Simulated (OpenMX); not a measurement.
Crystal: CuO.

```
Cu O
1.0
     0.00000    2.32725    2.32725
     2.32725    0.00000    2.32725
     2.32725    2.32725    0.00000
Cu O
1 1
Cartesian
  0.0000 0.0000 0.0000
  1.1636 1.1636 1.1636
```

Measurements of this composition are mostly on another form, of space group No. 15.

Base run:

```yaml
Program: OpenMX 3.8.5
Functional: PBE
Potentials_or_basis: OpenMX 2013 PBE set, Cu6.0H-s3p2d2, O6.0-s2p2d1, grid cutoff 500 Ry
k_mesh: 7 × 7 × 7
Occupations: fermi-dirac, width 0.05 eV
Spin: no spin polarisation
```

Its results: band gap on the k mesh none (metal or under the smearing width); pressure -7.1 GPa.

**Question.** The run is repeated on the same cell with these changes: dispersion from none to D4. What comes out?

**Answer.** Band gap on the k mesh none (metal or under the smearing width); pressure -10.2 GPa.

Dispersion adds attraction, which lowers the pressure at fixed volume and, as a term added to the energy, leaves the levels alone.

Caveats: the basis of atomic orbitals isn't converged, which shifts pressures, moduli and gaps; an odd number of electrons without spin polarisation forces a metal; a magnetic or distorted state may lie lower; the run has no spin polarisation, though such a crystal can be magnetic; semilocal functionals often make such compounds metallic where correlation or magnetic order opens a gap, which also shifts bond lengths; pairwise dispersion overbinds metals, which lowers pressure and volume (some runs).
